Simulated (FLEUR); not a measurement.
Crystal: BeS.

```
S Be
1.0
     0.00000    2.42500    2.42500
     2.42500    0.00000    2.42500
     2.42500    2.42500    0.00000
S Be
1 1
Direct
  0.75000 0.75000 0.75000
  0.00000 0.00000 0.00000
```

| Item | Value |
| --- | --- |
| Program | FLEUR MaX-R8.1 (later development tree) |
| Task | single point |
| Functional | PBE |
| Potentials or basis | all-electron |
| Basis | FLAPW |
| Kmax | 4.35 1/bohr |
| k mesh | 9 × 9 × 9 |
| Occupations | fermi-dirac, width 0.05 eV |
| Spin | no spin polarisation |
| Gmax | 13.5 1/bohr |
| Muffin-tin radii | S 1.91, Be 1.65 bohr |
| lmax | S 8, Be 8 |
| Local orbitals a species | S 4, Be 3 |
| Max iterations | 60 |
| Mixing factor | 0.05 |
| Mixer | Anderson |
| Mixer history | 15 |
| Density convergence | 1e-05 me/bohr^3 |

On this cell: largest force zero by symmetry; band gap on the k mesh 3.20 eV, indirect (least direct gap 5.65 eV).

The same run follows on a disturbed copy (atoms moved at random, drawn with an rms of 0.05 Å):

```
S Be
1.0
     0.00000    2.42500    2.42500
     2.42500    0.00000    2.42500
     2.42500    2.42500    0.00000
S Be
1 1
Direct
  0.75462 0.75952 0.73276
  0.99751 0.99053 0.00167
```

**Question.** What changes?

**Answer.** The energy moves by +10.2 meV/atom; largest force 0.589 eV/Å; band gap on the k mesh 2.97 eV, indirect (least direct gap 5.35 eV).

Forces on the atoms (eV/Å):
```
S    0.053  0.243 -0.533
Be  -0.053 -0.243  0.533
```

Caveats: an odd mesh through Γ misses points on the zone boundary, where band edges often lie.
